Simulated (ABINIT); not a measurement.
The system is Ag.

```xyz
1
Lattice="0.0000 2.0427 2.0427 2.0427 0.0000 2.0427 2.0427 2.0427 0.0000" Properties=species:S:1:pos:R:3 pbc="T T T"
Ag    0.0000    0.0000    0.0000
```

Base run:

```yaml
Program: ABINIT 10.8.3 (patched build)
Functional: r2SCAN
Potentials_or_basis: JTH PAW PBE v2.0
Cutoff: 544 eV
k_mesh: 14 × 14 × 14
Occupations: fermi-dirac, width 0.05 eV
Spin: no spin polarisation
```

Its results: band gap on the k mesh none (metal or under the smearing width); pressure 1.3 GPa.

Problem. The run is repeated on the same cell with these changes: k mesh from 14 × 14 × 14 to 7 × 7 × 7. What comes out?

Solution. Band gap on the k mesh none (metal or under the smearing width); pressure 0.9 GPa.

Caveats: some runs use coarse meshes; the PAW data sets were made with another functional, which shifts forces and pressure a little.
